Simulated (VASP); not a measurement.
# CoPdO2 (R-3m) in VASP: notebook

The runs below take CoPdO2 through relaxation of cell and atoms, band structure, with PBE+U.

Program: VASP 6.6.1. These are calculated values, not measurements. Logs are shortened: lines on timing, memory, paths and dates and some standing lists are left out, and cuts for length are marked.

## (1) The structure

It takes space group R-3m (No. 166, trigonal). The conventional cell has a = 2.863 Å, b = 2.863 Å, c = 17.873 Å, α = 90.00°, β = 90.00°, γ = 120.00°. Co (site symmetry -3m) is surrounded by 6 O at 1.92 Å. Pd (site symmetry -3m) has 2 O at 2.01 Å as nearest neighbours. Around O (site symmetry 3m) lie 3 Co at 1.92 Å and 1 Pd at 2.01 Å.

The cell is a database's computed one.

## (2) Relaxation of cell and atoms, PBE+U, collinear spin, ferromagnetic start

Contents of INCAR:

```
SYSTEM = CoPdO2
PREC = Accurate ; ENCUT = 600
EDIFF = 1E-6 ; ISMEAR = 1
SIGMA = 0.1 ; LREAL = .False.
LASPH = .True. ; NELM = 150
ALGO = Normal ; ISIF = 3
LWAVE = .False. ; LCHARG = .False.
ISPIN = 2 ; MAGMOM = 3 0 0 0
LORBIT = 11 ; LMAXMIX = 4
LDAU = .True. ; LDAUTYPE = 2
LDAUL = 2 -1 -1 ; LDAUU = 3.32 0 0
LDAUJ = 0 0 0 ; LDAUPRINT = 1
GGA = PE ; IBRION = 2
NSW = 90 ; EDIFFG = -0.01
AMIX = 0.2 ; BMIX = 1E-4
AMIX_MAG = 0.8 ; BMIX_MAG = 1E-4
KPAR = 2
```

Contents of KPOINTS:

```
regular mesh
0
Gamma
  15 15 15
  0 0 0
```

Contents of POSCAR:

```
CoPdO2
1.0
    1.4316899100      0.8265865500      5.9577715800
   -1.4316899100      0.8265865500      5.9577715800
    0.0000000000     -1.6531731100      5.9577715800
Co Pd O
1 1 2
Direct
    0.5000000000      0.5000000000      0.5000000000
    0.0000000000      0.0000000000      0.0000000000
    0.8875240000      0.8875240000      0.8875240000
    0.1124760000      0.1124760000      0.1124760000
```

Potentials or basis: VASP PAW PBE potentials, release 64 (Co, Pd, O).

Command:

```console
> cat potpaw_PBE.64/Co/POTCAR potpaw_PBE.64/Pd/POTCAR potpaw_PBE.64/O/POTCAR > POTCAR
> mpirun -np 2 vasp_std > vasp.out
```

OUTCAR:

```text
SYSTEM = CoPdO2
   PREC = Accurate
   ENCUT = 600
   EDIFF = 1E-6
   ISMEAR = 1
   LREAL = .False.
   LASPH = .True.
   NELM = 150
   ISIF = 3
   ISPIN = 2
   LORBIT = 11
   GGA = PE
   IBRION = 2
   NSW = 90
   EDIFFG = -0.01
   AMIX = 0.2
   AMIX_MAG = 0.8

 ion  position               nearest neighbor table
   1  0.500  0.500  0.500-   4 1.92   3 1.92   4 1.92   4 1.92   3 1.92   3 1.92
   2  0.000  0.000  0.000-   3 2.01   4 2.01
   3  0.888  0.888  0.888-   1 1.92   1 1.92   1 1.92   2 2.01
   4  0.112  0.112  0.112-   1 1.92   1 1.92   1 1.92   2 2.01

  LATTYP: Found a trigonal (rhomboedric) cell.
 ALAT       =     6.1828814903
 COS(alpha) =     0.8927626488

  Lattice vectors:

 A1 = (   1.4316899100,   0.8265865500,   5.9577715800)
 A2 = (  -1.4316899100,   0.8265865500,   5.9577715800)
 A3 = (   0.0000000000,  -1.6531731100,   5.9577715800)

Analysis of symmetry for initial positions (statically):
=====================================================================
 Subroutine PRICEL returns:
 Original cell was already a primitive cell.

 Routine SETGRP: Setting up the symmetry group for a
 trigonal (rhombohedral) supercell.

 Subroutine GETGRP returns: Found 12 space group operations
 (whereof 12 operations were pure point group operations)
 out of a pool of 12 trial point group operations.

The static configuration has the point symmetry D_3d.

Analysis of symmetry for dynamics (positions and initial velocities):
=====================================================================
 Subroutine PRICEL returns:
 Original cell was already a primitive cell.

 Routine SETGRP: Setting up the symmetry group for a
 trigonal (rhombohedral) supercell.

 Subroutine GETGRP returns: Found 12 space group operations
 (whereof 12 operations were pure point group operations)
 out of a pool of 12 trial point group operations.

The dynamic configuration has the point symmetry D_3d.

Analysis of structural, dynamic, and magnetic symmetry:
=====================================================================
 Subroutine PRICEL returns:
 Original cell was already a primitive cell.

 Routine SETGRP: Setting up the symmetry group for a
 trigonal (rhombohedral) supercell.

 Subroutine GETGRP returns: Found 12 space group operations
 (whereof 12 operations were pure point group operations)
 out of a pool of 12 trial point group operations.

The overall configuration has the point symmetry D_3d.

 Subroutine INISYM returns: Found 12 space group operations
 (whereof 12 operations are pure point group operations),
 and found     1 'primitive' translations

----------------------------------------------------------------------------------------

                                     Primitive cell

  volume of cell :      42.3031

  direct lattice vectors                    reciprocal lattice vectors
     1.431689910  0.826586550  5.957771580     0.349237636  0.201632444  0.055949331
    -1.431689910  0.826586550  5.957771580    -0.349237636  0.201632444  0.055949331
     0.000000000 -1.653173110  5.957771580     0.000000000 -0.403264887  0.055949331

  length of vectors
     6.182881490  6.182881490  6.182881491     0.407127617  0.407127617  0.407127618

  position of ions in fractional coordinates (direct lattice)
     0.500000000  0.500000000  0.500000000
     0.000000000  0.000000000  0.000000000
     0.887524000  0.887524000  0.887524000
     0.112476000  0.112476000  0.112476000

  ion indices of the primitive-cell ions
   primitive index   ion index
                 1           1
                 2           2
                 3           3
                 4           4

[... 89 lines left out ...]
   IMIX   =      4    mixing-type and parameters
     AMIX     =   0.20;   BMIX     =  0.00
     AMIX_MAG =   0.80;   BMIX_MAG =  0.00
  volume/ion in A,a.u.               =      10.58        71.37
  Fermi-wavevector in a.u.,A,eV,Ry     =   1.475949  2.789139 29.639266  2.178425
  Thomas-Fermi vector in A             =   2.590535
   LORBIT       =     11    0 simple, 1 ext, 2 COOP (PROOUT), +10 PAW based schemes
 LDA+U is selected, type is set to LDAUTYPE =  2
   angular momentum for each species LDAUL =     2   -1   -1
   U (eV)           for each species LDAUU =   3.3  0.0  0.0
   J (eV)           for each species LDAUJ =   0.0  0.0  0.0
   GGA     = PE    functional components
   LHFCALC =     F    Hartree Fock is set to
   AEXX    =    0.0000 exact exchange contribution
   IVDW    =     0    specifies the selected vdW correction
   LEPSILON=     F    determine dielectric tensor
   LRPA    =     F    only Hartree local field effects (RPA)
 conjugate gradient relaxation of ions
 spin polarized calculation
 Methfessel and Paxton  Order N= 1 SIGMA  =   0.10
  energy-cutoff  :      600.00
  volume of cell :       42.30
 maximum number of plane-waves:      1427
 NGX is ok and might be reduce to    50
   NGX = 25   NGY = 25   NGZ = 25

--------------------------------------- Ionic step        1  -------------------------------------------

 number of electron      30.9999999 magnetization       1.9418600

 Free energy of the ion-electron system (eV)
  ---------------------------------------------------
  ext. energy  EPLUGINS =         0.00000000
  ---------------------------------------------------
  free energy    TOTEN  =       -22.98641585 eV

  energy without entropy =      -22.98602513  energy(sigma->0) =      -22.98628561

------------------------ aborting loop because EDIFF is reached ----------------------------------------

  FORCE on cell =-STRESS in cart. coord.  units (eV):
  Direction    XX          YY          ZZ          XY          YZ          ZX
  --------------------------------------------------------------------------------------
  -------------------------------------------------------------------------------------
  Total        4.0268020      4.0268020      1.7520770      0.0000000     -0.0000000      0.0000000
  in kB      152.5100500    152.5100494     66.3577085      0.0000000     -0.0000000      0.0000000
  external PRESSURE =     123.7926026 kB  Pullay stress =       0.0000000 kB
[... 95 lines left out ...]
  FREE ENERGIE OF THE ION-ELECTRON SYSTEM (eV)
  ---------------------------------------------------
  free  energy   TOTEN  =       -23.1568460289 eV

  energy  without entropy=      -23.1565301356  energy(sigma->0) =      -23.15674073

[... ionic steps 4 to 9 ...]

--------------------------------------- Ionic step       10  -------------------------------------------

 number of electron      31.0000002 magnetization       1.9723559

------------------------ aborting loop because EDIFF is reached ----------------------------------------
[... 65 lines left out ...]
  FREE ENERGIE OF THE ION-ELECTRON SYSTEM (eV)
  ---------------------------------------------------
  free  energy   TOTEN  =       -23.1662449572 eV

  energy  without entropy=      -23.1658476785  energy(sigma->0) =      -23.16611253

atom =   1  type =  1  l = 2

 onsite density matrix

spin component  1

  0.9373 -0.0000  0.0000  0.0348 -0.0000
 -0.0000  0.9218 -0.0000  0.0000  0.0348
  0.0000 -0.0000  0.9733  0.0000 -0.0000
  0.0348  0.0000  0.0000  0.9218  0.0000
 -0.0000  0.0348 -0.0000  0.0000  0.9373

spin component  2

  0.5796  0.0000  0.0000  0.3551  0.0000
  0.0000  0.6306 -0.0000  0.0000  0.3551
  0.0000 -0.0000  0.0496  0.0000 -0.0000
  0.3551  0.0000  0.0000  0.6306  0.0000
  0.0000  0.3551 -0.0000  0.0000  0.5796

 occupancies and eigenvectors

  o =  0.0496  v =  0.0000  0.0000  0.0000  0.0000  0.0000  0.0000  0.0000 -1.0000  0.0000 -0.0000      0.0000  0.0000  0.0000  0.0000  0.0000  0.0000  0.0000  0.0000  0.0000  0.0000
  o =  0.2490  v =  0.0000  0.0000  0.0000  0.0000  0.0000  0.0000  0.6813  0.0000  0.0000 -0.7320      0.0000  0.0000  0.0000  0.0000  0.0000  0.0000  0.0000  0.0000  0.0000  0.0000
  o =  0.2490  v =  0.0000  0.0000  0.0000  0.0000  0.0000 -0.7320  0.0000  0.0000  0.6813  0.0000      0.0000  0.0000  0.0000  0.0000  0.0000  0.0000  0.0000  0.0000  0.0000  0.0000
  o =  0.8939  v =  0.0000 -0.7801  0.0000  0.0000  0.6256  0.0000  0.0000  0.0000  0.0000  0.0000      0.0000  0.0000  0.0000  0.0000  0.0000  0.0000  0.0000  0.0000  0.0000  0.0000
  o =  0.8939  v =  0.6256  0.0000 -0.0000 -0.7801  0.0000  0.0000  0.0000  0.0000  0.0000  0.0000      0.0000  0.0000  0.0000  0.0000  0.0000  0.0000  0.0000  0.0000  0.0000  0.0000
  o =  0.9612  v =  0.0000  0.0000  0.0000  0.0000  0.0000  0.0000 -0.7320  0.0000  0.0000 -0.6813      0.0000  0.0000  0.0000  0.0000  0.0000  0.0000  0.0000  0.0000  0.0000  0.0000
  o =  0.9612  v =  0.0000  0.0000  0.0000  0.0000  0.0000 -0.6813  0.0000 -0.0000 -0.7320 -0.0000      0.0000  0.0000  0.0000  0.0000  0.0000  0.0000  0.0000  0.0000  0.0000  0.0000
  o =  0.9653  v =  0.0000  0.6256  0.0000 -0.0000  0.7801  0.0000  0.0000  0.0000  0.0000  0.0000      0.0000  0.0000  0.0000  0.0000  0.0000  0.0000  0.0000  0.0000  0.0000  0.0000
  o =  0.9653  v = -0.7801  0.0000 -0.0000 -0.6256  0.0000  0.0000  0.0000  0.0000  0.0000  0.0000      0.0000  0.0000  0.0000  0.0000  0.0000  0.0000  0.0000  0.0000  0.0000  0.0000
  o =  0.9733  v =  0.0000  0.0000 -1.0000  0.0000  0.0000  0.0000  0.0000  0.0000  0.0000  0.0000      0.0000  0.0000  0.0000  0.0000  0.0000  0.0000  0.0000  0.0000  0.0000  0.0000

--------------------------------------- Ionic step       12  -------------------------------------------

 number of electron      31.0000002 magnetization       1.9716442

 Free energy of the ion-electron system (eV)
  ---------------------------------------------------
  ext. energy  EPLUGINS =         0.00000000
  ---------------------------------------------------
  free energy    TOTEN  =       -23.16630570 eV

  energy without entropy =      -23.16592483  energy(sigma->0) =      -23.16617874

 E-fermi :   6.3325     XC(G=0): -11.8536

 val. band max:        6.3303901589   @ k =  -0.2000  -0.4667   0.1333
 cond. band min:       6.3328754667   @ k =   0.4000   0.2667  -0.0000
 fundamental gap:      0.0024853078
 Fermi energy:         6.3324712919

 spin component 1

 k-point     1 :       0.0000    0.0000    0.0000
  band No.  band energies     occupation
      1     -13.2615      1.00000
      2     -11.7074      1.00000
      3      -1.7207      1.00000
      4       0.0967      1.00000
      5       0.0967      1.00000
      6       1.6389      1.00000
[... 1178 lines left out ...]
  FREE ENERGIE OF THE ION-ELECTRON SYSTEM (eV)
  ---------------------------------------------------
  free  energy   TOTEN  =       -23.1663056995 eV

  energy  without entropy=      -23.1659248284  energy(sigma->0) =      -23.16617874

 reached required accuracy - stopping structural energy minimisation

 total charge

# of ion       s       p       d       tot
------------------------------------------
    1        0.375   0.525   7.133   8.033
    2        0.449   0.449   8.408   9.306
    3        1.564   3.419   0.000   4.983
    4        1.564   3.419   0.000   4.983
--------------------------------------------------
tot          3.953   7.811  15.542  27.306

 magnetization (x)

# of ion       s       p       d       tot
------------------------------------------
    1        0.016   0.017   2.221   2.253
    2        0.002   0.008  -0.128  -0.117
    3        0.012  -0.093   0.000  -0.081
    4        0.012  -0.093   0.000  -0.081
--------------------------------------------------
tot          0.042  -0.162   2.093   1.974
```

It took 2.4 h on 2 MPI ranks of Intel Xeon Platinum 8488C (Sapphire Rapids), shared host; peak memory 0.96 GiB.

Results:

```
Free energy                                           : -23.1663 eV
Relaxed volume                                        : 11.40 Å³/atom
Relaxed cell                                          : a = 6.209 Å, b = 6.209 Å, c = 6.209 Å, α = 27.68°, β = 27.68°, γ = 27.68°
Space group after relaxing (to 0.05 Å)                : R-3m (No. 166)
Energy gained by relaxing                             : 45.0 meV/atom
Ionic steps                                           : 12
Pressure after relaxing                               : 0.1 GPa
Band gap on the k mesh                                : none (metal or under the smearing width)
Net moment                                            : 1.97 μB per cell
Site moments                                          : Co +2.25; Pd -0.12; O -0.08 μB
Valence electrons inside the program's atomic spheres : Co 8.03; Pd 9.31; O 4.98
```

Step by step:
```csv
step,energy change (eV),largest force (eV/Å),pressure (GPa),volume (Å³)
1,0.0000,1.1293,12.38,42.30
2,-0.1360,0.1240,-6.19,47.49
3,-0.1704,0.1841,-1.41,45.70
4,-0.1760,0.2226,1.36,45.33
5,-0.1791,0.0611,0.28,45.47
6,-0.1796,0.0416,0.03,45.57
7,-0.1798,0.0322,-0.07,45.62
8,-0.1798,0.0108,-0.34,45.73
9,-0.1798,0.0224,-0.15,45.67
10,-0.1798,0.0191,-0.22,45.69
11,-0.1798,0.0212,-0.17,45.68
12,-0.1799,0.0019,0.06,45.62
```

Final structure:
```
CELL_PARAMETERS angstrom
1.48552 0.85767 5.96763
-1.48552 0.85767 5.96763
0.00000 -1.71534 5.96763
ATOMIC_POSITIONS crystal
Co 0.50000 0.50000 0.50000
Pd 0.00000 0.00000 0.00000
O 0.88960 0.88960 0.88960
O 0.11040 0.11040 0.11040
```

Eigenvalues of the final occupation matrices:
| site | spin | trace | eigenvalues |
| --- | --- | --- | --- |
| site 1 d | 1 | 4.69 | 0.89 0.89 0.97 0.97 0.97 |
| site 1 d | 2 | 2.47 | 0.05 0.25 0.25 0.96 0.96 |

Caveat: a cell with one magnetic atom can't hold antiferromagnetic order, which such compounds often take.

## (3) Relaxation of cell and atoms, PBE+U, collinear spin, ferromagnetic start

This run uses another cell than the first one, of 11.40 Å³/atom, 1.078 times its volume.

Changes to INCAR since step 2:

```diff
@@ -2,3 +2,3 @@
 PREC = Accurate ; ENCUT = 600
-EDIFF = 1E-6 ; ISMEAR = 1
+EDIFF = 1E-7 ; ISMEAR = 1
 SIGMA = 0.1 ; LREAL = .False.
@@ -13,3 +13,3 @@
 GGA = PE ; IBRION = 2
-NSW = 90 ; EDIFFG = -0.01
+NSW = 90 ; EDIFFG = -0.005
 AMIX = 0.2 ; BMIX = 1E-4
```

KPOINTS is that of step 2.

Contents of POSCAR:

```
CoPdO2                                  
1.0
    1.4855242253      0.8576678061      5.9676329687
   -1.4855242253      0.8576678061      5.9676329687
    0.0000000000     -1.7153356226      5.9676329687
  Co              Pd              O             
     1     1     2
Direct
     0.5000000000000000    0.5000000000000000    0.5000000000000000
     0.0000000000000000    0.0000000000000000    0.0000000000000000
     0.8895987556024433    0.8895987556024433    0.8895987556027113
     0.1104012443975567    0.1104012443975567    0.1104012443972885
```

Potentials or basis: VASP PAW PBE potentials, release 64 (Co, Pd, O).

Command:

```console
> cat potpaw_PBE.64/Co/POTCAR potpaw_PBE.64/Pd/POTCAR potpaw_PBE.64/O/POTCAR > POTCAR
> mpirun -np 2 vasp_std > vasp.out
```

It took 44 min on 2 MPI ranks of Intel Xeon Platinum 8488C (Sapphire Rapids), shared host; peak memory 0.97 GiB.

It converged, with:

```
Free energy                                           : -23.1729 eV
Relaxed volume                                        : 11.40 Å³/atom
Relaxed cell                                          : a = 6.211 Å, b = 6.211 Å, c = 6.211 Å, α = 27.67°, β = 27.67°, γ = 27.67°
Space group after relaxing (to 0.05 Å)                : R-3m (No. 166)
Energy gained by relaxing                             : 0.0 meV/atom
Ionic steps                                           : 2
Pressure after relaxing                               : 0.0 GPa
Largest force after relaxing                          : 0.004 eV/Å
Band gap on the k mesh                                : none (metal or under the smearing width)
Net moment                                            : 1.97 μB per cell
Site moments                                          : Co +2.25; Pd -0.12; O -0.08 μB
Valence electrons inside the program's atomic spheres : Co 8.03; Pd 9.31; O 4.98
```

Forces on the atoms (eV/Å):
```
Co   0.000  0.000  0.000
Pd   0.000  0.000  0.000
O    0.000  0.000  0.004
O    0.000  0.000 -0.004
```

Final structure:
```yaml
crystal:
  lattice:
    - [1.48526, 0.85752, 5.96912]
    - [-1.48526, 0.85752, 5.96912]
    - [0.00000, -1.71503, 5.96912]
  atoms:
    - { symbol: Co, position: [0.50000, 0.50000, 0.50000] }
    - { symbol: Pd, position: [0.00000, 0.00000, 0.00000] }
    - { symbol: O, position: [0.88959, 0.88959, 0.88959] }
    - { symbol: O, position: [0.11041, 0.11041, 0.11041] }
```

Levels at points of the mesh, in eV from the Fermi level:
Spin up:
| k point | band 14 | band 15 | band 16 | band 17 | band 18 | band 19 |
| --- | --- | --- | --- | --- | --- | --- |
| (0.00, 0.00, 0.00) | -2.01 | -1.87 | -1.87 | 0.95 | 0.95 | 3.07 |
Spin down:
```tsv
k point	band 11	band 12	band 13	band 14	band 15	band 16	band 17	band 18	band 19	band 20
(0.00, 0.00, 0.00)	-2.21	-2.14	-2.14	-1.32	-1.32	1.65	3.32	3.46	3.46	6.43
```

Eigenvalues of the final occupation matrices:
```tsv
site	spin	trace	eigenvalues
site 1 d	1	4.69	0.89 0.89 0.97 0.97 0.97
site 1 d	2	2.47	0.05 0.25 0.25 0.96 0.96
```

Caveat: a cell with one magnetic atom can't hold antiferromagnetic order, which such compounds often take.

[end of part 1 of 2]
